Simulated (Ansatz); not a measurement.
**Electron masses and the choice of a transistor channel**

Plane-wave DFT in Ansatz, r2SCAN, scalar-relativistic PAW potentials, cutoff 500 eV, no spin-orbit coupling; no spin polarisation. Relaxed crystals whose conduction band edge is a single valley at Γ; masses by central differences along the Cartesian axes of the standard setting.

| crystal | gap (eV) | gap kind | m_x | m_y | m_z (mₑ) |
| --- | --- | --- | --- | --- | --- |
| CdTe (F-43m) | 1.17 | direct | 0.0908 | 0.0908 | 0.0908 |
| SnO₂ (P4_2/mnm) | 1.77 | direct | 0.228 | 0.228 | 0.193 |
| TiO₂ (P4_2/mnm) | 2.22 | direct | 1.18 | 1.18 | 0.585 |
| InP (F-43m) | 1.03 | direct | 0.0745 | 0.0745 | 0.0745 |
| GaN (P6_3mc) | 2.35 | direct | 0.189 | 0.189 | 0.17 |
| ZnSe (F-43m) | 1.87 | direct | 0.124 | 0.124 | 0.124 |

Take a film 3 nm thick, normal along z, current along x, at 300 K. Work out the injection velocity, the density-of-states capacitance and the confinement shift.

For a non-degenerate gas v_T = √(2k_BT/πm_x) = 5.38×10⁶ cm/s ÷ √(m_x/mₑ); one valley with both spins has C_Q = e²√(m_x m_y)/πħ² = 66.9 μF/cm² × √(m_x m_y)/mₑ; hard walls lift the first subband by ħ²π²/(2m_z t²) = 376 meV nm² ÷ (t² m_z/mₑ).
| crystal | v_T (10⁷ cm/s) | C_Q (μF/cm²) | shift (meV) |
| --- | --- | --- | --- |
| CdTe (F-43m) | 1.79 | 6.1 | 460 |
| SnO₂ (P4_2/mnm) | 1.13 | 15.3 | 216 |
| TiO₂ (P4_2/mnm) | 0.50 | 78.9 | 71 |
| InP (F-43m) | 1.97 | 5.0 | 561 |
| GaN (P6_3mc) | 1.24 | 12.6 | 246 |
| ZnSe (F-43m) | 1.53 | 8.3 | 337 |

With a gate oxide of 1 nm equivalent thickness (3.45 μF/cm²), which gives the most current per gate overdrive in the ballistic limit?

The gate capacitance is the series value C_G = 1/(1/C_ox + 1/C_Q), and the current goes as C_G v_T: InP (F-43m) 1.00, CdTe (F-43m) 0.98, ZnSe (F-43m) 0.93, GaN (P6_3mc) 0.83, SnO₂ (P4_2/mnm) 0.79, TiO₂ (P4_2/mnm) 0.41 (relative). For an isotropic mass C_G v_T peaks where C_Q = C_ox, at about 0.05 mₑ. This measure doesn't part those within 10 % of the top value: InP (F-43m), CdTe (F-43m), ZnSe (F-43m). C_Q is the degenerate value and v_T the non-degenerate one; at high drain bias only forward-going states fill, which halves C_Q, while degeneracy raises the velocity, so values within about 10 % of each other aren't ranked. Scattering and the charge centroid are left out, and so are side valleys, which confinement lifts less and can make the lowest. In oxides whose conduction band is of d states, electrons tend to self-trap as polarons, and the band mass says little. Where the shift is over a third of the gap (CdTe (F-43m), InP (F-43m)) the band isn't parabolic that far up, so the true shift is smaller and the mass larger. Semilocal functionals give gaps too small and so, as a rule, masses too light.

Spin-orbit coupling, left out, matters for the members with heavy elements.

Cost: about 8 core-minutes for the runs cited, on Arm Neoverse V1, Intel Xeon 6975P-C (Granite Rapids), Arm Neoverse V2 and other processors (shared hosts).